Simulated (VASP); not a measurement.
# Y (Im-3m) in VASP: density of states with PBE

Aim: the density of states of Y with PBE.

Program: VASP 6.6.1. These are calculated values, not measurements. Logs are shortened: lines on timing, memory, paths and dates and some standing lists are left out, and cuts for length are marked.

## (1) The structure

The structure is cubic, space group Im-3m (No. 229). Conventional cell: a = 4.039 Å, b = 4.039 Å, c = 4.039 Å, α = 90.00°, β = 90.00°, γ = 90.00°. Y (site symmetry m-3m) is surrounded by 8 Y at 3.50 Å.

The cell was built by a generator and needn't be a form met in nature.

## (2) Density of states, PBE

File POSCAR:

```
Y
1.0
   -2.0195363156      2.0195363156      2.0195363156
    2.0195363156     -2.0195363156      2.0195363156
    2.0195363156      2.0195363156     -2.0195363156
Y
1
Direct
    0.0000000000      0.0000000000      0.0000000000
```

File INCAR.step1:

```
  ALGO = Normal
  EDIFF = 1E-7
  ENCUT = 520
  GGA = PE
  ISIF = 2
  ISMEAR = 0
  LASPH = T
  LCHARG = T
  LMAXMIX = 4
  LREAL = F
  LWAVE = F
  NBANDS = 12
  NELM = 60
  PREC = Accurate
  SIGMA = 0.05
```

File KPOINTS.step1:

```
k-points
0
Gamma
  14 14 14
```

File INCAR.step2:

```
  ALGO = Normal
  EDIFF = 1E-7
  ENCUT = 520
  GGA = PE
  ICHARG = 11
  ISIF = 2
  ISMEAR = -5
  LASPH = T
  LCHARG = F
  LMAXMIX = 4
  LORBIT = 10
  LREAL = F
  LWAVE = F
  NEDOS = 1001
  NELM = 60
  PREC = Accurate
  SIGMA = 0.05
```

File KPOINTS.step2:

```
k-points
0
Gamma
  21 21 21
```

Potentials or basis: VASP PAW PBE potentials, release 64 (Y_sv).

Run with:

```sh
> cat potpaw_PBE.64/Y_sv/POTCAR > POTCAR
> cp INCAR.step1 INCAR
> cp KPOINTS.step1 KPOINTS
> mpirun -np 1 vasp_std > vasp.out
> cp INCAR.step2 INCAR
> cp KPOINTS.step2 KPOINTS
> mpirun -np 1 vasp_std > vasp.out
```

OUTCAR:

```text
EDIFF = 1E-7
   ENCUT = 520
   GGA = PE
   ICHARG = 11
   ISIF = 2
   ISMEAR = -5
   LASPH = T
   LORBIT = 10
   LREAL = F
   NELM = 60
   PREC = Accurate

 ion  position               nearest neighbor table
   1  0.000  0.000  0.000-

  LATTYP: Found a body centered cubic cell.
 ALAT       =     4.0390726312

  Lattice vectors:

 A1 = (  -2.0195363156,   2.0195363156,   2.0195363156)
 A2 = (   2.0195363156,  -2.0195363156,   2.0195363156)
 A3 = (   2.0195363156,   2.0195363156,  -2.0195363156)

Analysis of symmetry for initial positions (statically):
=====================================================================
 Subroutine PRICEL returns:
 Original cell was already a primitive cell.

 Routine SETGRP: Setting up the symmetry group for a
 body centered cubic supercell.

 Subroutine GETGRP returns: Found 48 space group operations
 (whereof 48 operations were pure point group operations)
 out of a pool of 48 trial point group operations.

The static configuration has the point symmetry O_h .

Analysis of symmetry for dynamics (positions and initial velocities):
=====================================================================
 Subroutine PRICEL returns:
 Original cell was already a primitive cell.

 Routine SETGRP: Setting up the symmetry group for a
 body centered cubic supercell.

 Subroutine GETGRP returns: Found 48 space group operations
 (whereof 48 operations were pure point group operations)
 out of a pool of 48 trial point group operations.

The dynamic configuration has the point symmetry O_h .

 Subroutine INISYM returns: Found 48 space group operations
 (whereof 48 operations are pure point group operations),
 and found     1 'primitive' translations

----------------------------------------------------------------------------------------

                                     Primitive cell

  volume of cell :      32.9469

  direct lattice vectors                    reciprocal lattice vectors
    -2.019536316  2.019536316  2.019536316     0.000000000  0.247581584  0.247581584
     2.019536316 -2.019536316  2.019536316     0.247581584  0.000000000  0.247581584
     2.019536316  2.019536316 -2.019536316     0.247581584  0.247581584  0.000000000

  length of vectors
     3.497939506  3.497939506  3.497939506     0.350133234  0.350133234  0.350133234

  position of ions in fractional coordinates (direct lattice)
     0.000000000  0.000000000  0.000000000

  ion indices of the primitive-cell ions
   primitive index   ion index
                 1           1

----------------------------------------------------------------------------------------

 KPOINTS: k-points

Automatic generation of k-mesh.
 Grid dimensions read from file:
 generate k-points for:   21   21   21

 Generating k-lattice:

  Cartesian coordinates                     Fractional coordinates (reciprocal lattice)
     0.000000000  0.011789599  0.011789599     0.047619048  0.000000000  0.000000000
     0.011789599  0.000000000  0.011789599     0.000000000  0.047619048  0.000000000
     0.011789599  0.011789599  0.000000000     0.000000000  0.000000000  0.047619048

  Length of vectors
     0.016673011  0.016673011  0.016673011

  Shift w.r.t. Gamma in fractional coordinates (k-lattice)
     0.000000000  0.000000000  0.000000000

 TETIRR: Found  10986 inequivalent tetrahedra from    55566

 Subroutine IBZKPT returns following result:
 ===========================================

 Found    286 irreducible k-points:

 Following reciprocal coordinates:
            Coordinates               Weight
  0.000000  0.000000  0.000000      1.000000
  0.047619  0.000000  0.000000     12.000000
  0.095238  0.000000  0.000000     12.000000
  0.142857  0.000000  0.000000     12.000000
  0.190476  0.000000  0.000000     12.000000
  0.238095  0.000000  0.000000     12.000000
[... 16 lines left out ...]
  0.142857  0.095238 -0.000000     48.000000
  0.190476  0.095238  0.000000     48.000000
 [... further k-points ...]
   k-points           NKPTS =    286   k-points in BZ     NKDIM =    286   number of bands    NBANDS=      9
   number of dos      NEDOS =   1001   number of ions     NIONS =      1
   total plane-waves  NPLWV =  21952
   dimension x,y,z NGX =    28 NGY =   28 NGZ =   28
   dimension x,y,z NGXF=    56 NGYF=   56 NGZF=   56
   ions per type =               1
   NGX,Y,Z   is equivalent  to a cutoff of  13.31, 13.31, 13.31 a.u.
   NGXF,Y,Z  is equivalent  to a cutoff of  26.62, 26.62, 26.62 a.u.
 SYSTEM =  unknown system
   PREC   = accura    normal or accurate (medium, high low for compatibility)
   ISTART =      0    job   : 0-new  1-cont  2-samecut
   ICHARG =     11    charge: 1-file 2-atom 10-const
   ISPIN  =      1    spin polarized calculation?
   LNONCOLLINEAR =      F non collinear calculations
   LSORBIT =      F    spin-orbit coupling
   LASPH  =      T    aspherical Exc in radial PAW
   ENCUT  =  520.0 eV  38.22 Ry    6.18 a.u.   6.50  6.50  6.50*2*pi/ulx,y,z
   NELM   =     60;   NELMIN=  2; NELMDL=  0     # of ELM steps
   EDIFF  = 0.1E-06   stopping-criterion for ELM
   LREAL  =      F    real-space projection
   EDIFFG = 0.1E-05   stopping-criterion for IOM
   NSW    =      0    number of steps for IOM
   IBRION =     -1    ionic relax: 0-MD 1-quasi-New 2-CG
   NFREE  =      0    steps in history (QN), initial steepest desc. (CG)
   ISIF   =      2    stress and relaxation
   ISYM   =      2    0-nonsym 1-usesym 2-fastsym
   POTIM  = 0.5000    time-step for ionic-motion
   TEBEG  =    0.0;   TEEND  =   0.0 temperature during run
   PSTRESS=    0.0 pullay stress
   NELECT =      11.0000    total number of electrons
   NUPDOWN=      -1.0000    fix difference up-down
   EMIN   =  10.00;   EMAX   =-10.00  energy-range for DOS
   EFERMI =   0.00;   METHOD = LEGACY
   ISMEAR =    -5;   SIGMA  =   0.05  broadening in eV -4-tet -1-fermi 0-gaus
   EFERMI_NEDOS =   21; number of points for ismear=-14 and -15
   IALGO  =     38    algorithm
   IMIX   =      4    mixing-type and parameters
     AMIX     =   0.40;   BMIX     =  1.00
     AMIX_MAG =   1.60;   BMIX_MAG =  1.00
  volume/ion in A,a.u.               =      32.95       222.34
  Fermi-wavevector in a.u.,A,eV,Ry     =   1.135710  2.146180 17.549296  1.289837
  Thomas-Fermi vector in A             =   2.272415
   LORBIT       =     10    0 simple, 1 ext, 2 COOP (PROOUT), +10 PAW based schemes
   GGA     = PE    functional components
   LHFCALC =     F    Hartree Fock is set to
   AEXX    =    0.0000 exact exchange contribution
   IVDW    =     0    specifies the selected vdW correction
   LEPSILON=     F    determine dielectric tensor
   LRPA    =     F    only Hartree local field effects (RPA)
 non-spin polarized calculation
 Fermi weights with tetrahedron method with Bloechl corrections
  energy-cutoff  :      520.00
  volume of cell :       32.95
 maximum number of plane-waves:       935
 NGX is ok and might be reduce to    28

 number of electron      11.0000001 magnetization

 Free energy of the ion-electron system (eV)
  ---------------------------------------------------
  ext. energy  EPLUGINS =         0.00000000
  ---------------------------------------------------
  free energy    TOTEN  =        -6.30810735 eV

  energy without entropy =       -6.30810735  energy(sigma->0) =       -6.30810735

 E-fermi :   3.1331     XC(G=0):  -9.4183

 val. band max:        3.1295853170   @ k =   0.3333   0.1905   0.0000
 cond. band min:       3.0954594355   @ k =  -0.3810  -0.3810   0.0476
 fundamental gap:     -0.0341258815
 Fermi energy:         3.1330837368

 k-point     1 :       0.0000    0.0000    0.0000
  band No.  band energies     occupation
      1     -39.7510      2.00000
      2     -19.4490      2.00000
      3     -19.4490      2.00000
      4     -19.4490      2.00000
      5      -1.6864      2.00000
      6       4.7798      0.00000
      7       4.7798      0.00000
      8       4.7798      0.00000
      9       6.6854      0.00000

 k-point     2 :       0.0476    0.0000    0.0000
  band No.  band energies     occupation
      1     -39.7496      2.00000
      2     -19.4617      2.00000
      3     -19.4529      2.00000
      4     -19.4490      2.00000
      5      -1.6271      2.00000
      6       4.7355      0.00000
      7       4.7615      0.00000
      8       4.8366      0.00000
      9       6.6140      0.00000

 k-point     3 :       0.0952    0.0000    0.0000
  band No.  band energies     occupation
      1     -39.7453      2.00000
      2     -19.4986      2.00000
      3     -19.4644      2.00000
      4     -19.4492      2.00000
      5      -1.4523      2.00000
      6       4.6112      0.00000
      7       4.6915      0.00000
      8       5.0058      0.00000
      9       6.4533      0.00000

 k-point     4 :       0.1429    0.0000    0.0000
  band No.  band energies     occupation
      1     -39.7386      2.00000
      2     -19.5558      2.00000
      3     -19.4824      2.00000
      4     -19.4495      2.00000
      5      -1.1717      2.00000
      6       4.4284      0.00000
      7       4.5375      0.00000
      8       5.2841      0.00000
      9       6.3091      0.00000
[... 205 lines left out ...]
 k-point    22 :       0.0952    0.0952    0.0000
  band No.  band energies     occupation
      1     -39.7349      2.00000
      2     -19.5874      2.00000
      3     -19.4816      2.00000
      4     -19.4611      2.00000
      5      -1.0080      2.00000
      6       4.3673      0.00000
      7       4.3941      0.00000
      8       5.4737      0.00000
      9       6.1690      0.00000

 k-point    23 :       0.1429    0.0952   -0.0000
  band No.  band energies     occupation
      1     -39.7267      2.00000
      2     -19.6525      2.00000
      3     -19.5032      2.00000
      4     -19.4647      2.00000
      5      -0.6458      2.00000
      6       4.1508      0.00000
      7       4.1764      0.00000
      8       5.8611      0.00000
      9       6.0986      0.00000

 k-point    24 :       0.1905    0.0952    0.0000
  band No.  band energies     occupation
      1     -39.7175      2.00000
      2     -19.7237      2.00000
      3     -19.5308      2.00000
      4     -19.4665      2.00000
      5      -0.2195      2.00000
      6       3.8866      0.00000
      7       3.9664      0.00000
      8       6.1203      0.00000
      9       6.3455      0.00000

 [... further k-points ...]

------------------------ aborting loop because EDIFF is reached ----------------------------------------

  FORCE on cell =-STRESS in cart. coord.  units (eV):
  Direction    XX          YY          ZZ          XY          YZ          ZX
  --------------------------------------------------------------------------------------
  -------------------------------------------------------------------------------------
  Total       -0.0125763     -0.0125763     -0.0125763      0.0000000     -0.0000000      0.0000000
  in kB       -0.6115719     -0.6115719     -0.6115719      0.0000000     -0.0000000      0.0000000
  external PRESSURE =      -0.6115719 kB  Pullay stress =       0.0000000 kB

 VOLUME and BASIS-vectors are now :
 -----------------------------------------------------------------------------
  energy-cutoff  :      520.00
  volume of cell :       32.95
      direct lattice vectors                 reciprocal lattice vectors
    -2.019536316  2.019536316  2.019536316     0.000000000  0.247581584  0.247581584
     2.019536316 -2.019536316  2.019536316     0.247581584  0.000000000  0.247581584
     2.019536316  2.019536316 -2.019536316     0.247581584  0.247581584  0.000000000

 POSITION                                       TOTAL-FORCE (eV/Angst)
 -----------------------------------------------------------------------------------
      0.00000      0.00000      0.00000        -0.000000     -0.000000      0.000000
 -----------------------------------------------------------------------------------
    total drift:                               -0.000000     -0.000000     -0.000000

  FREE ENERGIE OF THE ION-ELECTRON SYSTEM (eV)
  ---------------------------------------------------
  free  energy   TOTEN  =        -6.3081073519 eV

  energy  without entropy=       -6.3081073519  energy(sigma->0) =       -6.30810735

 total charge

# of ion       s       p       d       f       tot
--------------------------------------------------
    1        2.274   6.228   0.906   0.007   9.415
```

Wall time 81 s (1 thread of Intel Xeon 6975P-C (Granite Rapids), shared host); peak memory 0.25 GiB.

Results:

```
Valence electrons inside the program's atomic spheres : Y 9.41
```

Levels at points of the mesh, in eV from the Fermi level:
| k point | band 2 | band 3 | band 4 | band 5 | band 6 | band 7 | band 8 | band 9 |
| --- | --- | --- | --- | --- | --- | --- | --- | --- |
| (0.00, 0.00, 0.00) | -22.58 | -22.58 | -22.58 | -4.82 | 1.65 | 1.65 | 1.65 | 3.55 |

States per cell in windows of 1 eV (zero at the Fermi level; states under -8 eV left out):
| from (eV) | total | Y1_d | Y1_p | Y1_s | Y1_f |
| --- | --- | --- | --- | --- | --- |
| -8.0 | 0.00 | 0.00 | 0.00 | 0.00 | 0.00 |
| -7.0 | 0.00 | 0.00 | 0.00 | 0.00 | 0.00 |
| -6.0 | 0.00 | 0.00 | 0.00 | 0.00 | 0.00 |
| -5.0 | 0.07 | 0.00 | 0.00 | 0.02 | 0.00 |
| -4.0 | 0.21 | 0.00 | 0.02 | 0.05 | 0.00 |
| -3.0 | 0.41 | 0.04 | 0.05 | 0.08 | 0.00 |
| -2.0 | 1.11 | 0.34 | 0.12 | 0.11 | 0.00 |
| -1.0 | 1.21 | 0.52 | 0.18 | 0.02 | 0.00 |
| 0.0 | 2.31 | 1.17 | 0.33 | 0.01 | 0.01 |
| 1.0 | 0.69 | 0.46 | 0.04 | 0.01 | 0.01 |
| 2.0 | 1.09 | 0.73 | 0.07 | 0.02 | 0.02 |
| 3.0 | 1.71 | 1.30 | 0.07 | 0.03 | 0.02 |
| 4.0 | 1.26 | 0.94 | 0.12 | 0.03 | 0.01 |
| 5.0 | 0.02 | 0.01 | 0.01 | 0.00 | 0.00 |
| 6.0 | 0.00 | 0.00 | 0.00 | 0.00 | 0.00 |

Caveat: tetrahedron occupations give inexact forces and stress in metals.
